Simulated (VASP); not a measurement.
# Ni (P6_3/mmc) in VASP: further runs, part 2 of 2

VASP 6.6.1. Earlier steps stand in the parts before.

### 4 Single point, PBEsol, collinear spin, ferromagnetic start

The input, INCAR:

```
SYSTEM = Ni
PREC     = Accurate       ! precision mode
ENCUT    = 520            ! plane-wave cutoff, eV
EDIFF    = 1E-7           ! SCF threshold, eV
ISMEAR   = -1             ! smearing method
SIGMA    = 0.05           ! smearing width, eV
LREAL    = .False.        ! projectors in reciprocal space
LASPH    = .True.         ! aspherical terms in the spheres
NELM     = 150            ! most SCF steps
ALGO     = Normal         ! electronic algorithm
ISIF     = 2              ! what is computed and relaxed
LWAVE    = .False.        ! write WAVECAR
LCHARG   = .False.        ! write CHGCAR
ISPIN    = 2              ! spin polarisation
MAGMOM   = 1 1            ! initial moments
LORBIT   = 11             ! projections on sites
LMAXMIX  = 4              ! l up to which the mixer works
GGA      = PS             ! functional
NBANDS   = 21             ! bands
```

The input, KPOINTS:

```
regular mesh
0
Gamma
  12 12 7
  0 0 0
```

The input, POSCAR:

```
Ni
1.0
    2.4480228978      0.0000000000      0.0000000000
   -1.2240114489      2.1200500186      0.0000000000
    0.0000000000      0.0000000000      4.0728075700
Ni
2
Direct
    0.6666666667      0.3333333333      0.7500000000
    0.3333333333      0.6666666667      0.2500000000
```

Potentials or basis: VASP PAW PBE potentials, release 64 (Ni).

Run with:

```bash
> cat potpaw_PBE.64/Ni/POTCAR > POTCAR
> mpirun -np 1 vasp_std > vasp.out
```

OUTCAR:

```text
SYSTEM = Ni
   PREC = Accurate
   ENCUT = 520
   EDIFF = 1E-7
   ISMEAR = -1
   LREAL = .False.
   LASPH = .True.
   NELM = 150
   ISIF = 2
   ISPIN = 2
   LORBIT = 11
   GGA = PS

 ion  position               nearest neighbor table
   1  0.667  0.333  0.750-   2 2.48   2 2.48   2 2.48   2 2.48   2 2.48   2 2.48
   2  0.333  0.667  0.250-   1 2.48   1 2.48   1 2.48   1 2.48   1 2.48   1 2.48

  LATTYP: Found a hexagonal cell.
 ALAT       =     2.4480228978
 C/A-ratio  =     1.6637130207

  Lattice vectors:

 A1 = (   2.4480228978,   0.0000000000,   0.0000000000)
 A2 = (  -1.2240114489,   2.1200500186,   0.0000000000)
 A3 = (   0.0000000000,   0.0000000000,   4.0728075700)

Analysis of symmetry for initial positions (statically):
=====================================================================
 Subroutine PRICEL returns:
 Original cell was already a primitive cell.

 Routine SETGRP: Setting up the symmetry group for a
 hexagonal supercell.

 Subroutine GETGRP returns: Found 24 space group operations
 (whereof 12 operations were pure point group operations)
 out of a pool of 24 trial point group operations.

The static configuration has the point symmetry D_3d.
 The point group associated with its full space group is D_6h.

Analysis of symmetry for dynamics (positions and initial velocities):
=====================================================================
 Subroutine PRICEL returns:
 Original cell was already a primitive cell.

 Routine SETGRP: Setting up the symmetry group for a
 hexagonal supercell.

 Subroutine GETGRP returns: Found 24 space group operations
 (whereof 12 operations were pure point group operations)
 out of a pool of 24 trial point group operations.

The dynamic configuration has the point symmetry D_3d.
 The point group associated with its full space group is D_6h.

[... 151 lines left out ...]

 Free energy of the ion-electron system (eV)
  ---------------------------------------------------
  ext. energy  EPLUGINS =         0.00000000
  ---------------------------------------------------
  free energy    TOTEN  =       -12.22624006 eV

  energy without entropy =      -12.19098278  energy(sigma->0) =      -12.20861142

 E-fermi :   9.6253     XC(G=0): -13.6071

 val. band max:        9.6197823960   @ k =   0.0000   0.0000   0.0000
 cond. band min:       9.6262557484   @ k =   0.0833   0.0000   0.1429
 fundamental gap:      0.0064733525
 Fermi energy:         9.6252772105

 spin component 1

 k-point     1 :       0.0000    0.0000    0.0000
  band No.  band energies     occupation
      1       0.3382      1.00000
      2       4.5720      1.00000
      3       7.0396      1.00000
      4       7.2001      1.00000
      5       7.2001      1.00000
      6       7.4650      1.00000
[... 565 lines left out ...]
     20      34.6332      0.00000
     21      37.7283      0.00000

 [... further k-points ...]

 spin component 2

 k-point     1 :       0.0000    0.0000    0.0000
  band No.  band energies     occupation
      1       0.3325      1.00000
      2       4.9729      1.00000
      3       7.7360      1.00000
      4       7.8780      1.00000
      5       7.8780      1.00000
      6       8.1611      1.00000
[... 565 lines left out ...]
     20      34.7417      0.00000
     21      37.8029      0.00000

 [... further k-points ...]

------------------------ aborting loop because EDIFF is reached ----------------------------------------

  FORCE on cell =-STRESS in cart. coord.  units (eV):
  Direction    XX          YY          ZZ          XY          YZ          ZX
  --------------------------------------------------------------------------------------
  -------------------------------------------------------------------------------------
  Total       -0.2337761     -0.2337761     -0.7476740      0.0000000      0.0000000      0.0000000
  in kB      -17.7196498    -17.7196498    -56.6718511      0.0000000      0.0000000      0.0000000
  external PRESSURE =     -30.7037169 kB  Pullay stress =       0.0000000 kB

 VOLUME and BASIS-vectors are now :
 -----------------------------------------------------------------------------
  energy-cutoff  :      520.00
  volume of cell :       21.14
      direct lattice vectors                 reciprocal lattice vectors
     2.448022898  0.000000000  0.000000000     0.408492911  0.235843492  0.000000000
    -1.224011449  2.120050019  0.000000000     0.000000000  0.471686984  0.000000000
     0.000000000  0.000000000  4.072807570     0.000000000  0.000000000  0.245530873

 POSITION                                       TOTAL-FORCE (eV/Angst)
 -----------------------------------------------------------------------------------
      1.22401      0.70668      3.05461         0.000000     -0.000000      0.000000
     -0.00000      1.41337      1.01820         0.000000      0.000000      0.000000
 -----------------------------------------------------------------------------------
    total drift:                               -0.000000      0.000000     -0.000000

  FREE ENERGIE OF THE ION-ELECTRON SYSTEM (eV)
  ---------------------------------------------------
  free  energy   TOTEN  =       -12.2262400642 eV

  energy  without entropy=      -12.1909827800  energy(sigma->0) =      -12.20861142

 total charge

# of ion       s       p       d       tot
------------------------------------------
    1        0.512   0.529   8.326   9.368
    2        0.512   0.529   8.326   9.368
--------------------------------------------------
tot          1.025   1.058  16.652  18.735

 magnetization (x)

# of ion       s       p       d       tot
------------------------------------------
    1       -0.005  -0.024   0.670   0.642
    2       -0.005  -0.024   0.670   0.642
--------------------------------------------------
tot         -0.010  -0.047   1.341   1.284
```

stdout:

```text
POSCAR found type information on POSCAR Ni
 POSCAR found :  1 types and       2 ions
 scaLAPACK will be used
 -----------------------------------------------------------------------------
|                                                                             |
|                                                                             |
|     You enforced a specific xc type in the INCAR file but a different       |
|     I HOPE YOU KNOW WHAT YOU ARE DOING!                                     |
|                                                                             |
 -----------------------------------------------------------------------------

 LDA part: xc-table for (Slater+PW92), standard interpolation
 POSCAR, INCAR and KPOINTS ok, starting setup
 FFT: planning ... GRIDC
 FFT: planning ... GRID_SOFT
 FFT: planning ... GRID
 WAVECAR not read
 entering main loop
```

Wall time 28 s (1 thread of Intel Xeon 6975P-C (Granite Rapids), shared host); peak memory 0.16 GiB.

Results:

- Free energy: -12.2262 eV
- Pressure: -3.1 GPa
- Band gap on the k mesh: none (metal or under the smearing width)
- Net moment: 1.27 μB per cell
- Site moments: Ni +0.64 μB
- Valence electrons inside the program's atomic spheres: Ni 9.37

Levels at points of the mesh, in eV from the Fermi level:
Spin up:
```
           k point  band 7  band 8  band 9  band 10  band 11  band 12  band 13  band 14  band 15  band 16
(0.00, 0.00, 0.00)   -2.16   -1.65   -1.65    -0.71    -0.71    -0.61     5.57    23.04    25.24    25.24
(0.50, 0.00, 0.00)   -2.14   -0.59   -0.55    -0.47     1.20     3.15     9.37     9.93    12.50    13.49
```
Spin down:
```tsv
k point	band 6	band 7	band 8	band 9	band 10	band 11	band 12	band 13	band 14	band 15
(0.00, 0.00, 0.00)	-1.46	-1.46	-0.98	-0.98	-0.64	-0.01	-0.01	5.99	22.94	25.21
(0.50, 0.00, 0.00)	-1.79	-1.48	0.17	0.19	0.31	1.68	3.54	9.51	10.06	12.70
```

Caveat: the PAW data sets were made with another functional, which shifts forces and pressure a little.

### 5 Single point, PBEsol, collinear spin, ferromagnetic start (atoms moved at random, drawn with an rms of 0.05 Å)

INCAR is that of step 4.

KPOINTS is that of step 4.

The input, POSCAR:

```
Ni
1.0
    2.4480228978      0.0000000000      0.0000000000
   -1.2240114489      2.1200500186      0.0000000000
    0.0000000000      0.0000000000      4.0728075700
Ni
2
Direct
    0.6727700000      0.3354790000      0.7554090000
    0.3421770000      0.6583580000      0.2444720000
```

Potentials or basis: VASP PAW PBE potentials, release 64 (Ni).

Run with:

```bash
> cat potpaw_PBE.64/Ni/POTCAR > POTCAR
> mpirun -np 1 vasp_std > vasp.out
```

OUTCAR:

```text
SYSTEM = Ni
   PREC = Accurate
   ENCUT = 520
   EDIFF = 1E-7
   ISMEAR = -1
   LREAL = .False.
   LASPH = .True.
   NELM = 150
   ISIF = 2
   ISPIN = 2
   LORBIT = 11
   GGA = PS

 ion  position               nearest neighbor table
   1  0.673  0.335  0.755-   2 2.43   2 2.45   2 2.46   2 2.50   2 2.52   2 2.53
   2  0.342  0.658  0.244-   1 2.43   1 2.45   1 2.46   1 2.50   1 2.52   1 2.53

  LATTYP: Found a hexagonal cell.
 ALAT       =     2.4480228978
 C/A-ratio  =     1.6637130207

  Lattice vectors:

 A1 = (   2.4480228978,   0.0000000000,   0.0000000000)
 A2 = (  -1.2240114489,   2.1200500186,   0.0000000000)
 A3 = (   0.0000000000,   0.0000000000,   4.0728075700)

Analysis of symmetry for initial positions (statically):
=====================================================================
 Subroutine PRICEL returns:
 Original cell was already a primitive cell.

 Routine SETGRP: Setting up the symmetry group for a
 hexagonal supercell.

 Subroutine GETGRP returns: Found  2 space group operations
 (whereof  1 operations were pure point group operations)
 out of a pool of 24 trial point group operations.

The static configuration has the point symmetry C_1 .
 The point group associated with its full space group is S_2 .

Analysis of symmetry for dynamics (positions and initial velocities):
=====================================================================
 Subroutine PRICEL returns:
 Original cell was already a primitive cell.

 Routine SETGRP: Setting up the symmetry group for a
 hexagonal supercell.

 Subroutine GETGRP returns: Found  2 space group operations
 (whereof  1 operations were pure point group operations)
 out of a pool of 24 trial point group operations.

The dynamic configuration has the point symmetry C_1 .
 The point group associated with its full space group is S_2 .

[... 151 lines left out ...]

 Free energy of the ion-electron system (eV)
  ---------------------------------------------------
  ext. energy  EPLUGINS =         0.00000000
  ---------------------------------------------------
  free energy    TOTEN  =       -12.21655495 eV

  energy without entropy =      -12.18143926  energy(sigma->0) =      -12.19899710

 E-fermi :   9.6265     XC(G=0): -13.6058

 val. band max:        9.6253213301   @ k =  -0.1667  -0.3333  -0.4286
 cond. band min:       9.6283984523   @ k =  -0.4167   0.0833  -0.4286
 fundamental gap:      0.0030771222
 Fermi energy:         9.6264868203

 spin component 1

 k-point     1 :       0.0000    0.0000    0.0000
  band No.  band energies     occupation
      1       0.3374      1.00000
      2       4.5676      1.00000
      3       7.0364      1.00000
      4       7.1891      1.00000
      5       7.2064      1.00000
      6       7.4445      1.00000
[... 565 lines left out ...]
     20      36.4657      0.00000
     21      37.7879      0.00000

 [... further k-points ...]

 spin component 2

 k-point     1 :       0.0000    0.0000    0.0000
  band No.  band energies     occupation
      1       0.3319      1.00000
      2       4.9682      1.00000
      3       7.7299      1.00000
      4       7.8641      1.00000
      5       7.8838      1.00000
      6       8.1422      1.00000
[... 565 lines left out ...]
     20      36.6139      0.00000
     21      37.8056      0.00000

 [... further k-points ...]

------------------------ aborting loop because EDIFF is reached ----------------------------------------

  FORCE on cell =-STRESS in cart. coord.  units (eV):
  Direction    XX          YY          ZZ          XY          YZ          ZX
  --------------------------------------------------------------------------------------
  -------------------------------------------------------------------------------------
  Total       -0.1637363     -0.2495459     -0.6839824     -0.0383314      0.0140786     -0.0131551
  in kB      -12.4108109    -18.9149646    -51.8441846     -2.9054275      1.0671261     -0.9971232
  external PRESSURE =     -27.7233200 kB  Pullay stress =       0.0000000 kB

 VOLUME and BASIS-vectors are now :
 -----------------------------------------------------------------------------
  energy-cutoff  :      520.00
  volume of cell :       21.14
      direct lattice vectors                 reciprocal lattice vectors
     2.448022898  0.000000000  0.000000000     0.408492911  0.235843492  0.000000000
    -1.224011449  2.120050019  0.000000000     0.000000000  0.471686984  0.000000000
     0.000000000  0.000000000  4.072807570     0.000000000  0.000000000  0.245530873

 POSITION                                       TOTAL-FORCE (eV/Angst)
 -----------------------------------------------------------------------------------
      1.23633      0.71123      3.07664         0.039767     -0.041781     -0.397800
      0.03182      1.39575      0.99569        -0.039767      0.041781      0.397800
 -----------------------------------------------------------------------------------
    total drift:                               -0.000103     -0.000026      0.000046

  FREE ENERGIE OF THE ION-ELECTRON SYSTEM (eV)
  ---------------------------------------------------
  free  energy   TOTEN  =       -12.2165549507 eV

  energy  without entropy=      -12.1814392554  energy(sigma->0) =      -12.19899710

 total charge

# of ion       s       p       d       tot
------------------------------------------
    1        0.513   0.530   8.327   9.370
    2        0.513   0.530   8.327   9.370
--------------------------------------------------
tot          1.026   1.060  16.654  18.740

 magnetization (x)

# of ion       s       p       d       tot
------------------------------------------
    1       -0.005  -0.024   0.670   0.642
    2       -0.005  -0.024   0.670   0.642
--------------------------------------------------
tot         -0.010  -0.047   1.341   1.284
```

stdout:

```text
POSCAR found type information on POSCAR Ni
 POSCAR found :  1 types and       2 ions
 scaLAPACK will be used
 -----------------------------------------------------------------------------
|                                                                             |
|                                                                             |
|     You enforced a specific xc type in the INCAR file but a different       |
|     I HOPE YOU KNOW WHAT YOU ARE DOING!                                     |
|                                                                             |
 -----------------------------------------------------------------------------

 LDA part: xc-table for (Slater+PW92), standard interpolation
 POSCAR, INCAR and KPOINTS ok, starting setup
 FFT: planning ... GRIDC
 FFT: planning ... GRID_SOFT
 FFT: planning ... GRID
 WAVECAR not read
 entering main loop
```

Wall time 2.8 min (1 thread of Intel Xeon 6975P-C (Granite Rapids), shared host); peak memory 0.39 GiB.

What came out:

| Quantity | Value |
| --- | --- |
| Free energy | -12.2166 eV |
| Pressure | -2.8 GPa |
| Largest force | 0.402 eV/Å |
| Band gap on the k mesh | none (metal or under the smearing width) |
| Net moment | 1.27 μB per cell |
| Site moments | Ni +0.64 μB |
| Valence electrons inside the program's atomic spheres | Ni 9.37 |

Forces in eV/Å, atoms in the order of the input:
```
Ni   0.040 -0.042 -0.398
Ni  -0.040  0.042  0.398
```

Stress tensor (GPa, compression positive):
```
-1.24 -0.29 -0.10
-0.29 -1.89  0.11
-0.10  0.11 -5.18
```

Levels at points of the mesh, in eV from the Fermi level:
Spin up:
| k point | band 7 | band 8 | band 9 | band 10 | band 11 | band 12 | band 13 | band 14 | band 15 | band 16 |
| --- | --- | --- | --- | --- | --- | --- | --- | --- | --- | --- |
| (0.00, 0.00, 0.00) | -2.16 | -1.69 | -1.60 | -0.74 | -0.69 | -0.60 | 5.55 | 23.03 | 25.19 | 25.28 |
| (0.50, 0.00, 0.00) | -2.14 | -0.59 | -0.55 | -0.47 | 1.18 | 3.17 | 9.29 | 9.96 | 12.48 | 13.55 |
| (0.00, 0.50, 0.00) | -2.14 | -0.58 | -0.55 | -0.48 | 1.14 | 3.22 | 9.22 | 9.87 | 12.55 | 13.62 |
| (0.50, 0.50, 0.00) | -2.15 | -0.60 | -0.55 | -0.46 | 1.28 | 3.07 | 9.45 | 10.13 | 12.36 | 13.39 |
Spin down:
```
           k point  band 5  band 6  band 7  band 8  band 9  band 10  band 11  band 12  band 13  band 14
(0.00, 0.00, 0.00)   -1.74   -1.48   -1.46   -1.02   -0.94    -0.63    -0.04     0.03     5.98    22.94
(0.50, 0.00, 0.00)   -1.84   -1.79   -1.48    0.17    0.18     0.31     1.67     3.55     9.42    10.10
(0.00, 0.50, 0.00)   -1.82   -1.78   -1.47    0.17    0.19     0.30     1.63     3.60     9.35    10.01
(0.50, 0.50, 0.00)   -1.92   -1.79   -1.48    0.16    0.17     0.32     1.75     3.45     9.58    10.27
```

Caveat: the PAW data sets were made with another functional, which shifts forces and pressure a little.

### 6 The runs side by side

```tsv
level	cell	ladder	gap on the mesh (eV)	pressure (GPa)	moment (μB)	largest force (eV/Å)
PBE	as given	-	none	7.0	1.27	-
PBE	atoms moved at random, drawn with an rms of 0.05 Å	-	none	7.3	1.27	0.44
PBEsol	as given	free	none	-3.1	1.27	-
PBEsol	atoms moved at random, drawn with an rms of 0.05 Å	free	none	-2.8	1.27	0.40
```

Alike in all rows: task single point; potentials or basis VASP PAW PBE potentials, release 64 (Ni); spin collinear, ferromagnetic start; k mesh 12 × 12 × 7; cutoff (eV) 520; smearing fermi-dirac 0.05 eV.

Caveats: the PAW data sets were made with another functional, which shifts forces and pressure a little (some runs).

Absolute energies hang on the potentials; compare differences alone.
